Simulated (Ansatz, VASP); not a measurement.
**C: VASP beside Ansatz**

```
C
1.0
     1.26331    0.72937    3.44542
    -1.26331    0.72937    3.44542
     0.00000   -1.45875    3.44542
C
2
Direct
  0.16471 0.16471 0.16471
  0.83529 0.83529 0.83529
```

Change from the starting cell: mode 4 frozen in at -0.019 Å, equal normal strain along x, y and z +0.0250.

Alike in both runs: task single point; functional PBE; dispersion D3(BJ); k mesh 15 × 15 × 15; occupations gaussian, width 0.05 eV; no spin polarisation.

|  | VASP | Ansatz |
| --- | --- | --- |
| version | VASP 6.6.1 | Ansatz 0.2.0 |
| potentials or method | VASP PAW PBE potentials, release 64 (C) | scalar-relativistic, plane waves, PAW |
| plane-wave cutoff (eV) | 520 | 520 |
| valence electrons in the cell | 8 | 8 |

Ansatz gave:

* gap on the k mesh at the Fermi level (eV): 0.63
* least direct gap on the mesh (eV): 0.63
* pressure (GPa): -18.8
* largest component of the traceless stress (GPa): 17.97
* rms of the force components (eV/Å): 0.375

Q: What did VASP give for the same quantities?

A: gap on the k mesh at the Fermi level (eV): 0.64; least direct gap on the mesh (eV): 0.64; pressure (GPa): -18.4; largest component of the traceless stress (GPa): 17.53; rms of the force components (eV/Å): 0.374.

Atom by atom the forces differ by 0.001 eV/Å (rms over components).

Caveats: so large a pressure means that the cell lies far from this level's equilibrium, or that cutoff or potentials fall short (VASP); an odd mesh through Γ misses points on the zone boundary, where band edges often lie.
